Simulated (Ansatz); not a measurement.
## A defect in a wire: armchair graphene nanoribbon (N = 5, H edges), vacancy of one C

Aim: how much does this defect scatter, and at which energies?

Method: DFT PBE, plane waves, PAW; relaxation of a wire's period, in the first sound run; inputs show where later runs differ, in Ansatz 0.2.0.

## (1) The starting structure

The cell holds 14 atoms: 10 C and 4 H. Cell: a = 13.772 Å, b = 7.000 Å, c = 4.260 Å, α = 90.0°, β = 90.0°, γ = 90.0°. Vacuum lies along a and b. The structure's axis is c.

## (2) The relaxed wire

Band widths follow the bond lengths, so the wire is relaxed first. The atoms and the third cell vector are free; the box across stays fixed as vacuum. A Fermi-Dirac smearing is set since the result may be a metal. The pressure printed is a third of the stress's trace over the whole box, vacuum included; only the stress along the axis is relaxed.

The input, input.yaml:

```yaml
crystal:
  lattice:
    - [13.772, 0.0, 0.0]
    - [0.0, 7.0, 0.0]
    - [0.0, 0.0, 4.26]
  atoms:
    - { symbol: C, position: [0.321423699, 0.5, 0.0] }
    - { symbol: C, position: [0.500011569, 0.5, 0.0] }
    - { symbol: C, position: [0.678599439, 0.5, 0.0] }
    - { symbol: C, position: [0.321423699, 0.5, 0.333333333] }
    - { symbol: C, position: [0.500011569, 0.5, 0.333333333] }
    - { symbol: C, position: [0.678599439, 0.5, 0.333333333] }
    - { symbol: H, position: [0.254138832, 0.5, 0.458920188] }
    - { symbol: H, position: [0.745884306, 0.5, 0.458920188] }
    - { symbol: C, position: [0.410717634, 0.5, 0.5] }
    - { symbol: C, position: [0.589305504, 0.5, 0.5] }
    - { symbol: C, position: [0.410717634, 0.5, 0.833333333] }
    - { symbol: C, position: [0.589305504, 0.5, 0.833333333] }
    - { symbol: H, position: [0.254138832, 0.5, 0.874413146] }
    - { symbol: H, position: [0.745884306, 0.5, 0.874413146] }
kpoints:
  mp_grid: { grid: [1, 1, 19] }
scf:
  occupations: { method: fermi_dirac, width: 0.05 }
hamiltonian:
  xc: pbe
relax:
  cell: { fix: [a, b, alpha, beta, gamma] }
  max_steps: 60
```

Started as:

```bash
$ ansatz run input.yaml --threads 4 --pin off --max-ram 16384MiB --backend cpu --events-out ev --progress --plain --runs-dir out
```

Numbers of over 12 decimals in the logs are rounded to 6 here.

The program printed:

```text
Engine: ansatz 0.2.0, aarch64-unknown-linux-gnu
Pseudopotentials: kind: paw
Pseudopotential: C, paw, valence charge 4, recommended cutoff 420 eV (normal), C.paw.azcp
Pseudopotential: H, paw, valence charge 1, recommended cutoff 420 eV (normal), H.paw.azcp
Functional definition: PBE
  parameter kappa = 0.804
  parameter beta = 0.066725
  exchange = pbe_x(kappa = kappa, mu = beta*pi^2/3)
  correlation = pbe_c(beta = beta)
Crystal: 14 atoms, lattice volume = 410.681 Å³
Basis set: ecut = 420 eV, 8035 PW (Γ), exchange–correlation on 192×96×60 points (8 copies of the dense FFT grid, shifted against one another)
Bands: 36, of which v1, the nominal top of the filled ones, is band 22 counted from 1 (21 counted from 0)
Symmetry: 8 space group operations
Space group: Pmmm (ITA 47), of the structure as read, at distance tolerance 7.4e-5 Å
k-points: 10 of 19
Non-local potential: C, projectors of the file, l = 0: 2, l = 1: 2, l = 2: 1
Non-local potential: H, projectors of the file, l = 0: 2, l = 1: 1
PAW form: soft (Blöchl's): semilocal exchange-correlation on the pseudo side does not see the compensation charge
PAW one-centre angular grid: C, 110 points (default); XC on 64 Gauss nodes
PAW one-centre angular grid: H, 110 points (default); XC on 64 Gauss nodes
Initial density: superposition of atomic densities (neutral atoms: chi_scale 0, normalization atom), corrected by the library's trained network
Initial wavefunctions: pseudopotential atomic-orbital guess
Functional: x = pbe(κ = 0.804, μ = 0.219515), c = pbe(β = 0.066725)
SCF iter   1: F=—  HF=-2572.377046 eV  |F-HF|=—  |Δ(HF+E_count)|=         —  Δρ=2.53e-3  dr2=8.85e-2  ethr=1.77e-3  ⟨swp⟩=7.6  Hψ=1984  notcnv=0  defer=34
preconditioner: auto → Resta (q_TF=auto, 1.880 Å⁻¹)  ε∞=1.8  [insulator: Δε(μ)=0.339 eV  Ē_g=13.812 eV  σ=0.050 eV  W_gap=0.93  n_scr=50 (ndim 8)  ℏωp=12.2 eV  f_vac=0.653  D(μ)=0.13/eV (n_scr^D=0)  ε∞_Penn≈1.8  vacuum switching on, ρ_ref=1.4e-2 e/Å³]
SCF iter   2: F=—  HF=-2572.357492 eV  |F-HF|=—  |Δ(HF+E_count)|=   1.96e-2  Δρ=1.79e-3  dr2=1.60e-2  ethr=2.01e-4  ⟨swp⟩=2.3  Hψ=610  notcnv=0  defer=82
SCF iter   3: F=—  HF=-2572.355109 eV  |F-HF|=—  |Δ(HF+E_count)|=   2.38e-3  Δρ=7.51e-4  dr2=2.46e-3  ethr=3.63e-5  ⟨swp⟩=2.0  Hψ=491  notcnv=0  defer=82
SCF iter   4: F=—  HF=-2572.355820 eV  |F-HF|=—  |Δ(HF+E_count)|=   7.10e-4  Δρ=2.38e-4  dr2=2.78e-4  ethr=5.58e-6  ⟨swp⟩=3.0  Hψ=548  notcnv=0  defer=82
SCF iter   5: F=—  HF=-2572.356095 eV  |F-HF|=—  |Δ(HF+E_count)|=   2.75e-4  Δρ=5.70e-5  dr2=1.43e-5  ethr=6.31e-7  ⟨swp⟩=2.1  Hψ=480  notcnv=0  defer=82
SCF iter   6: F=—  HF=-2572.356206 eV  |F-HF|=—  |Δ(HF+E_count)|=   1.11e-4  Δρ=1.87e-5  dr2=1.18e-6  ethr=3.25e-8  ⟨swp⟩=2.0  Hψ=611  notcnv=0  defer=82
SCF iter   7: F=-2572.356206 eV  HF=-2572.356206 eV  |F-HF|=5.71e-8  |Δ(HF+E_count)|=   2.13e-7  Δρ=3.93e-6  dr2=3.01e-8  ethr=2.27e-10  ⟨swp⟩=3.4  Hψ=1293  notcnv=0
SCF 1 converged in 7 iterations: F = -2572.356206 eV  dr2 = 3.01e-8
  greatest PAW one-centre occupation: 0.674 electrons in one spin orbital (limit 2), on the C atom at site 4 (counted from 0), in its partial waves of l = 0
relax step   1: F+E_penalty+E_count = -2572.35620646 eV  Δ(F+E_penalty+E_count) = +0.000e0 eV  max|allowed force component| = 2.483e0 eV/Å  Δτ_max = 0.0000 Å  P = +0.366 GPa  Ω = 410.681 Å³  fix = [a, b, alpha, beta, gamma]  reactions: a +0.381, b +0.093 GPa  (7 SCF iters, dr2 threshold 1.00e-7 eV, accepted)
Crystal: 14 atoms, lattice volume = 415.189 Å³
Basis set: ecut = 420 eV, 8159 PW (Γ), exchange–correlation on 192×96×60 points (8 copies of the dense FFT grid, shifted against one another)
Initial density: handed on by an earlier stage of this run
Initial wavefunctions: those handed on with the density
iter 1 solved again at ethr=1.91e-4 eV; its pass at ethr=3.10e-3 eV (dr2=8.42e-2 eV) is discarded
SCF iter   1: F=—  HF=-2572.579660 eV  |F-HF|=—  |Δ(HF+E_count)|=         —  Δρ=5.54e-3  dr2=8.90e-2  ethr=1.91e-4  ⟨swp⟩=3.7  Hψ=1612  notcnv=0
preconditioner: auto → Resta (q_TF=auto, 1.877 Å⁻¹)  ε∞=1.8  [insulator: Δε(μ)=0.360 eV  Ē_g=13.597 eV  σ=0.050 eV  W_gap=0.95  n_scr=50 (ndim 8)  ℏωp=12.1 eV  f_vac=0.661  D(μ)=0.11/eV (n_scr^D=0)  ε∞_Penn≈1.8  vacuum switching on, ρ_ref=1.3e-2 e/Å³]
SCF iter   2: F=—  HF=-2572.559829 eV  |F-HF|=—  |Δ(HF+E_count)|=   1.98e-2  Δρ=2.36e-3  dr2=1.26e-2  ethr=1.91e-4  ⟨swp⟩=2.1  Hψ=660  notcnv=0
SCF iter   3: F=—  HF=-2572.558774 eV  |F-HF|=—  |Δ(HF+E_count)|=   1.05e-3  Δρ=1.01e-3  dr2=2.19e-3  ethr=2.86e-5  ⟨swp⟩=2.0  Hψ=521  notcnv=0
SCF iter   4: F=—  HF=-2572.558870 eV  |F-HF|=—  |Δ(HF+E_count)|=   9.52e-5  Δρ=2.34e-4  dr2=1.29e-4  ethr=4.99e-6  ⟨swp⟩=2.6  Hψ=602  notcnv=0
SCF iter   5: F=—  HF=-2572.559011 eV  |F-HF|=—  |Δ(HF+E_count)|=   1.42e-4  Δρ=6.04e-5  dr2=1.71e-5  ethr=2.93e-7  ⟨swp⟩=2.1  Hψ=546  notcnv=0
SCF iter   6: F=-2572.559011 eV  HF=-2572.559011 eV  |F-HF|=1.62e-7  |Δ(HF+E_count)|=   4.30e-8  Δρ=1.56e-5  dr2=1.05e-6  ethr=3.18e-9  ⟨swp⟩=3.9  Hψ=1396  notcnv=0
SCF 2 converged in 6 iterations: F = -2572.559011 eV  dr2 = 1.05e-6
  greatest PAW one-centre occupation: 0.675 electrons in one spin orbital (limit 2), on the C atom at site 5 (counted from 0), in its partial waves of l = 0
relax step   2: F+E_penalty+E_count = -2572.55901125 eV  Δ(F+E_penalty+E_count) = -2.028e-1 eV  max|allowed force component| = 7.556e-1 eV/Å  Δτ_max = 0.0522 Å  P = +0.086 GPa  Ω = 415.189 Å³  energy of the carried Pulay correction = -3.885e-3 eV  fix = [a, b, alpha, beta, gamma]  reactions: a +0.360, b +0.081 GPa  (6 SCF iters, dr2 threshold 1.40e-6 eV, accepted)
Crystal: 14 atoms, lattice volume = 415.630 Å³
Basis set: ecut = 420 eV, 8175 PW (Γ), exchange–correlation on 192×96×60 points (8 copies of the dense FFT grid, shifted against one another)
iter 1 solved again at ethr=2.09e-5 eV; its pass at ethr=3.10e-3 eV (dr2=9.21e-3 eV) is discarded
SCF iter   1: F=—  HF=-2572.577643 eV  |F-HF|=—  |Δ(HF+E_count)|=         —  Δρ=1.82e-3  dr2=9.79e-3  ethr=2.09e-5  ⟨swp⟩=2.2  Hψ=1446  notcnv=0
preconditioner: auto → Resta (q_TF=auto, 1.877 Å⁻¹)  ε∞=1.8  [insulator: Δε(μ)=0.415 eV  Ē_g=13.605 eV  σ=0.050 eV  W_gap=0.97  n_scr=50 (ndim 8)  ℏωp=12.1 eV  f_vac=0.660  D(μ)=0.07/eV (n_scr^D=0)  ε∞_Penn≈1.8  vacuum switching on, ρ_ref=1.3e-2 e/Å³]
SCF iter   2: F=—  HF=-2572.575055 eV  |F-HF|=—  |Δ(HF+E_count)|=   2.59e-3  Δρ=7.68e-4  dr2=1.41e-3  ethr=2.09e-5  ⟨swp⟩=2.0  Hψ=494  notcnv=0
SCF iter   3: F=—  HF=-2572.574858 eV  |F-HF|=—  |Δ(HF+E_count)|=   1.97e-4  Δρ=3.03e-4  dr2=2.60e-4  ethr=3.21e-6  ⟨swp⟩=2.0  Hψ=523  notcnv=0
SCF iter   4: F=—  HF=-2572.574955 eV  |F-HF|=—  |Δ(HF+E_count)|=   9.74e-5  Δρ=6.82e-5  dr2=1.01e-5  ethr=5.90e-7  ⟨swp⟩=2.6  Hψ=608  notcnv=0
SCF iter   5: F=-2572.574957 eV  HF=-2572.574958 eV  |F-HF|=2.04e-7  |Δ(HF+E_count)|=   2.34e-6  Δρ=1.57e-5  dr2=8.41e-7  ethr=3.18e-9  ⟨swp⟩=5.0  Hψ=1203  notcnv=0
SCF 3 converged in 5 iterations: F = -2572.574957 eV  dr2 = 8.41e-7
  greatest PAW one-centre occupation: 0.677 electrons in one spin orbital (limit 2), on the C atom at site 5 (counted from 0), in its partial waves of l = 0
relax step   3: F+E_penalty+E_count = -2572.57495735 eV  Δ(F+E_penalty+E_count) = -1.595e-2 eV  max|allowed force component| = 4.850e-2 eV/Å  Δτ_max = 0.0148 Å  P = +0.061 GPa  Ω = 415.630 Å³  energy of the carried Pulay correction = -4.264e-3 eV  fix = [a, b, alpha, beta, gamma]  reactions: a -0.005, b +0.079 GPa  (5 SCF iters, dr2 threshold 1.40e-6 eV, accepted)
[...]
relax step   4: F+E_penalty+E_count = -2572.57508866 eV  Δ(F+E_penalty+E_count) = -1.313e-4 eV  max|allowed force component| = 1.887e-2 eV/Å  Δτ_max = 0.0016 Å  P = +0.020 GPa  Ω = 415.754 Å³  energy of the carried Pulay correction = -4.370e-3 eV  fix = [a, b, alpha, beta, gamma]  reactions: a -0.010, b +0.079 GPa  (4 SCF iters, dr2 threshold 1.47e-7 eV, accepted)
[...]
relax step   5: F+E_penalty+E_count = -2572.57508263 eV  Δ(F+E_penalty+E_count) = +6.033e-6 eV  max|allowed force component| = 3.027e-2 eV/Å  Δτ_max = 0.0026 Å  P = +0.049 GPa  Ω = 415.689 Å³  energy of the carried Pulay correction = -4.314e-3 eV  fix = [a, b, alpha, beta, gamma]  (5 SCF iters, dr2 threshold 2.22e-8 eV, rejected (line search))
[...]
relax step   6: F+E_penalty+E_count = -2572.57512563 eV  Δ(F+E_penalty+E_count) = -3.696e-5 eV  max|allowed force component| = 1.848e-3 eV/Å  Δτ_max = 0.0011 Å  P = +0.026 GPa  Ω = 415.739 Å³  energy of the carried Pulay correction = -4.357e-3 eV  fix = [a, b, alpha, beta, gamma]  reactions: a +0.005, b +0.079 GPa  (7 SCF iters, accepted)
Initial wavefunctions: pseudopotential atomic-orbital guess (no wavefunctions were taken with the density)
iter 1 solved again at ethr=4.42e-7 eV; its pass at ethr=3.10e-3 eV (dr2=1.94e-4 eV) is discarded
SCF iter   1: F=—  HF=-2572.578358 eV  |F-HF|=—  |Δ(HF+E_count)|=         —  Δρ=6.78e-5  dr2=1.33e-6  ethr=4.42e-7  ⟨swp⟩=5.0  Hψ=3201  notcnv=0
preconditioner: auto → Resta (q_TF=auto, 1.876 Å⁻¹)  ε∞=1.8  [insulator: Δε(μ)=0.409 eV  Ē_g=13.612 eV  σ=0.050 eV  W_gap=0.97  n_scr=50 (ndim 8)  ℏωp=12.1 eV  f_vac=0.660  D(μ)=0.07/eV (n_scr^D=0)  ε∞_Penn≈1.8  vacuum switching on, ρ_ref=1.3e-2 e/Å³]
SCF iter   2: F=—  HF=-2572.579252 eV  |F-HF|=—  |Δ(HF+E_count)|=   8.94e-4  Δρ=3.43e-5  dr2=3.23e-7  ethr=3.03e-9  ⟨swp⟩=2.7  Hψ=763  notcnv=0  defer=2
SCF iter   3: F=—  HF=-2572.579644 eV  |F-HF|=—  |Δ(HF+E_count)|=   3.92e-4  Δρ=3.87e-6  dr2=1.95e-8  ethr=7.35e-10  ⟨swp⟩=2.3  Hψ=646  notcnv=0  defer=4
SCF iter   4: F=—  HF=-2572.579653 eV  |F-HF|=—  |Δ(HF+E_count)|=   8.94e-6  Δρ=6.78e-7  dr2=1.62e-9  ethr=4.43e-11  ⟨swp⟩=2.1  Hψ=532  notcnv=0  defer=4
SCF iter   5: F=—  HF=-2572.579653 eV  |F-HF|=—  |Δ(HF+E_count)|=   1.98e-8  Δρ=3.19e-7  dr2=1.10e-9  ethr=3.68e-12  ⟨swp⟩=2.3  Hψ=583  notcnv=0  defer=4
SCF iter   6: F=-2572.579653 eV  HF=-2572.579653 eV  |F-HF|=1.77e-9  |Δ(HF+E_count)|=   1.92e-9  Δρ=8.46e-8  dr2=3.20e-11  ethr=1.00e-12  ⟨swp⟩=3.7  Hψ=1389  notcnv=0
SCF 7 converged in 6 iterations: F = -2572.579653 eV  dr2 = 3.20e-11
relax step   7: F+E_penalty+E_count = -2572.57965277 eV  Δ(F+E_penalty+E_count) = -4.527e-3 eV  max|allowed force component| = 2.495e-3 eV/Å  Δτ_max = 0.0000 Å  P = +0.039 GPa  Ω = 415.739 Å³  fix = [a, b, alpha, beta, gamma]  reactions: a +0.004, b +0.099 GPa  stress off target by 1.27e-2 GPa on what of the cell is left free  SCF on the basis re-selected at this cell (its energy is not comparable with the rows above)  (6 SCF iters)
basis re-selected at this cell: Δ(F+E_penalty+E_count) = -4.527e-3 eV, ΔP = +0.012 GPa vs the last step (what re-selecting the basis moved, of the pressure what is left beyond the Pulay correction that the steps carried, after the strain that the cell walked since its last selection, with what the two solves' SCF thresholds leave and, on support functions, any second-order correction that the steps lacked; it is no m [...]
SCF converged after 6 iterations
Free energy (F): -2572.579653 eV
Harris-Foulkes:  -2572.579653 eV  (|F-HF|=1.77e-9)
Internal energy: -2572.578745 eV  (E = F + TS)
E sigma→0 (E₀):  -2572.579199 eV
Entropy (-TS):   -0.000907 eV (-0.065 meV/atom)
Fermi energy:    -1.355655 eV
--- Per-component energies (eV) ---
  E_band       = -444.327564
  E_kinetic    = 960.471764
  E_local      = -7790.790329  (includes V_loc(G=0)·N_el)
  E_nonlocal   = 280.105402
  E_hartree    = 3407.460341
  E_xc         = -514.419762
  E_vxc        = -638.338864  (∫ρ·V_xc dr)
  E_paw        = -995.597562  (= ΣΔE_a)
  E_vpaw       = -70.690932  (= ΣTr[D̂ρ^β])
  E_aug_tail   = -0.005419  (compensation charges beyond the density's cutoff)
  E_ewald      = 2080.196821
  E_smearing   = -0.000907  (= −TS)
  E_closure    = 0.000000  (closes the sum)
  Σ components = -2572.579653   (vs F -2572.579653, Δ=0.00e0)
--- Forces (eV/Å), atoms counted from 1 ---
  atom   1  C     -0.00249454     0.00000000    -0.00096042
  atom   2  C      0.00000000     0.00000000    -0.00133778
  atom   3  C      0.00249454     0.00000000    -0.00096042
  atom   4  C     -0.00249454     0.00000000     0.00096042
  atom   5  C     -0.00000000     0.00000000     0.00133778
  atom   6  C      0.00249454     0.00000000     0.00096042
  atom   7  H     -0.00006351    -0.00000000    -0.00094788
  atom   8  H      0.00006351     0.00000000    -0.00094788
  atom   9  C      0.00162538     0.00000000     0.00084595
  atom  10  C     -0.00162538     0.00000000     0.00084595
  atom  11  C      0.00162538     0.00000000    -0.00084595
  atom  12  C     -0.00162538     0.00000000    -0.00084595
  atom  13  H     -0.00006351     0.00000000     0.00094788
  atom  14  H      0.00006351    -0.00000000     0.00094788
  max |Σ_I F_I| component: 4.47e-19 eV/Å
--- Stress (GPa, compression-positive) ---
        0.003627       0.000000       0.000000
        0.000000       0.099301       0.000000
        0.000000       0.000000       0.012719
  P = ⅓ Tr σ = 0.0385 GPa (0.385 kbar)
--- Relaxed structure (6 steps of the walk, 5 accepted, 1 SCFs on fresh bases) ---
  F+E_penalty+E_count = -2572.57965277 eV   max|allowed force component| = 2.495e-3 eV/Å   (the final SCF, on the basis selected at the relaxed cell)
  cell:  # Å, volume = 415.7393 Å³
    - [13.772, 0.0, 0.0]
    - [0.0, 7.0, 0.0]
    - [0.0, 0.0, 4.312469]
  atoms:
    - { symbol: C, position: [0.322996, 0.500000, 0.00772369] }
    - { symbol: C, position: [0.500011569, 0.500000, -0.000250453] }
    - { symbol: C, position: [0.677027, 0.500000, 0.00772369] }
    - { symbol: C, position: [0.322996, 0.500000, 0.325610] }
    - { symbol: C, position: [0.500011569, 0.500000, 0.333584] }
    - { symbol: C, position: [0.677027, 0.500000, 0.325610] }
    - { symbol: H, position: [0.253305, 0.500000, 0.444400] }
    - { symbol: H, position: [0.746718, 0.500000, 0.444400] }
    - { symbol: C, position: [0.410351, 0.500000, 0.500138] }
    - { symbol: C, position: [0.589672, 0.500000, 0.500138] }
    - { symbol: C, position: [0.410351, 0.500000, 0.833195] }
    - { symbol: C, position: [0.589672, 0.500000, 0.833195] }
    - { symbol: H, position: [0.253305, 0.500000, 0.888933] }
    - { symbol: H, position: [0.746718, 0.500000, 0.888933] }
```

Wall time 11 s (4 threads of Arm Neoverse V2, shared host); peak memory 0.75 GiB.

Step by step:

```tsv
step	energy less that of the first step (eV)	largest force component (eV/Å)	pressure (GPa)	volume (Å³)
1	0.0000	2.4832	0.37	410.68
2	-0.2028	0.7556	0.09	415.19
3	-0.2188	0.0485	0.06	415.63
4	-0.2189	0.0189	0.02	415.75
5	-0.2189	0.0303	0.05	415.69
6	-0.2189	0.0018	0.03	415.74
7*	-0.2234	0.0025	0.04	415.74
```

Relaxation steps marked * repeat the geometry before them on a plane-wave basis chosen anew for their cell, so energy and pressure can jump there. Relaxation step 5 was tried and not accepted.

Forces are held to the 8 operations that the run works with; a distortion that breaks them can't arise in this run.

```tsv
cell as run	before	after	change
c (Å)	4.260	4.312	+1.2 %
```

The atoms that moved most (Å, along periodic axes as changes of fractional coordinates times the final cell, across vacuum about the mean position):

```tsv
atom	dx	dy	dz	length
H7	-0.011	0.000	-0.063	0.064
H8	0.011	0.000	-0.063	0.064
H13	-0.011	0.000	0.063	0.064
H14	0.011	0.000	0.063	0.064
C1	0.022	0.000	0.033	0.040
C3	-0.022	0.000	0.033	0.040
C4	0.022	0.000	-0.033	0.040
C6	-0.022	0.000	-0.033	0.040
```

Final coordinates:

```cif
data_structure
_symmetry_space_group_name_H-M 'P 1'
_symmetry_Int_Tables_number 1
_cell_length_a 13.7720
_cell_length_b 7.0000
_cell_length_c 4.3125
_cell_angle_alpha 90.000
_cell_angle_beta 90.000
_cell_angle_gamma 90.000
_cell_volume 415.74
loop_
_atom_site_label
_atom_site_type_symbol
_atom_site_fract_x
_atom_site_fract_y
_atom_site_fract_z
_atom_site_occupancy
C1 C 0.32300 0.50000 0.00772 1
C2 C 0.50001 0.50000 0.99975 1
C3 C 0.67703 0.50000 0.00772 1
C4 C 0.32300 0.50000 0.32561 1
C5 C 0.50001 0.50000 0.33358 1
C6 C 0.67703 0.50000 0.32561 1
H7 H 0.25331 0.50000 0.44440 1
H8 H 0.74672 0.50000 0.44440 1
C9 C 0.41035 0.50000 0.50014 1
C10 C 0.58967 0.50000 0.50014 1
C11 C 0.41035 0.50000 0.83320 1
C12 C 0.58967 0.50000 0.83320 1
H13 H 0.25331 0.50000 0.88893 1
H14 H 0.74672 0.50000 0.88893 1
```

This step gave:

- energy at zero smearing: -2572.5792 eV
- cell length along the wire: 4.312 Å

The cell's length comes to 4.312 Å with spin left out.

[end of part 1 of 5]

[Logs are printed without paths, hosts, clocks, repeated set-up lines and the standing remarks that a program may print on its own settings, such as how far it seeks lower states.]

[Hosts, paths, dates, database ids (printed as entryN), source tags and the programs' standing remarks are cut or masked in the printed files.]
